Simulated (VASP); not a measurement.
Write the native input for VASP 6.6.1 that does the following.

| Item | Value |
| --- | --- |
| Task | single point |
| Functional | r2SCAN |
| Dispersion | rVV10 |
| Potentials or basis | VASP PAW PBE potentials, release 64 (Ag) |
| Cutoff | 520 eV |
| k mesh | 15 × 15 × 1 |
| Occupations | methfessel-paxton, width 0.1 eV |
| Spin | no spin polarisation |
| Dipole correction | yes |
| Further INCAR settings | ALGO = Normal; EDIFF = 1e-06; NBANDS = 30 |

Slab: Ag, a slab with vacuum.

```
CELL_PARAMETERS angstrom
2.92394 0.00000 0.00000
-1.46197 2.53221 0.00000
0.00000 0.00000 28.38218
ATOMIC_POSITIONS crystal
Ag 0.33333 0.66667 0.53310
Ag 0.00000 0.00000 0.61610
Ag 0.66667 0.33333 0.69816
Ag 0.33333 0.66667 0.77996
```

The cell was built by a generator and needn't be a form met in nature.

These files were run (other wordings do the same):

POSCAR

```
Ag
1.0
    2.9239437779      0.0000000000      0.0000000000
   -1.4619718890      2.5322095909      0.0000000000
    0.0000000000      0.0000000000     28.3821819660
Ag
4
Direct
    0.3333333333      0.6666666667      0.5330999274
    0.0000000000      1.0000000000      0.6160978075
    0.6666666667      0.3333333333      0.6981566877
    0.3333333333      0.6666666667      0.7799594662
```

INCAR.step1

```
SYSTEM = Ag
PREC     = Accurate       ! precision mode
ENCUT    = 520            ! plane-wave cutoff, eV
ISMEAR   = 1              ! smearing method
SIGMA    = 0.1            ! smearing width, eV
LREAL    = .FALSE.        ! projectors in reciprocal space
LASPH    = .TRUE.         ! aspherical terms in the spheres
NELM     = 100            ! most SCF steps
LDIPOL   = .TRUE.       
IDIPOL   = 3            
DIPOL    = 0.5 0.5 0.657
NBANDS   = 30             ! bands
GGA      = PE             ! functional
ALGO     = Normal         ! electronic algorithm
EDIFF    = 1E-4           ! SCF threshold, eV
LWAVE    = .TRUE.         ! write WAVECAR
LCHARG   = .FALSE.        ! write CHGCAR
```

INCAR.step2

```
SYSTEM = Ag
PREC     = Accurate       ! precision mode
ENCUT    = 520            ! plane-wave cutoff, eV
EDIFF    = 1E-6           ! SCF threshold, eV
ISMEAR   = 1              ! smearing method
SIGMA    = 0.1            ! smearing width, eV
LREAL    = .FALSE.        ! projectors in reciprocal space
LASPH    = .TRUE.         ! aspherical terms in the spheres
NELM     = 100            ! most SCF steps
ALGO     = Normal         ! electronic algorithm
ISIF     = 2              ! what is computed and relaxed
LWAVE    = .FALSE.        ! write WAVECAR
LCHARG   = .FALSE.        ! write CHGCAR
LDIPOL   = .TRUE.       
IDIPOL   = 3            
DIPOL    = 0.5 0.5 0.657
METAGGA  = R2SCAN         ! meta-GGA
LMIXTAU  = .TRUE.       
LUSE_VDW = .TRUE.       
IVDW_NL  = 2            
BPARAM   = 11.95        
CPARAM   = 0.0093       
NBANDS   = 30             ! bands
ISTART   = 1
```

KPOINTS

```
regular mesh
0
G
  15 15 1
  0 0 0
```

Potentials or basis: VASP PAW PBE potentials, release 64 (Ag).

Command:

```console
$ cat potpaw_PBE.64/Ag/POTCAR > POTCAR
$ cp INCAR.step1 INCAR
$ mpirun -np 1 vasp_std > vasp.out
$ cp INCAR.step2 INCAR
$ mpirun -np 1 vasp_std > vasp.out
```

It gave:

* Largest force: 0.143 eV/Å
* Band gap on the k mesh: none (metal or under the smearing width)

Caveat: the PAW data sets were made with another functional, which shifts forces and pressure a little.

Wall time 15 min on 1 thread of AMD EPYC 9R14 (Zen 4), on a shared host, peak memory 0.84 GiB.
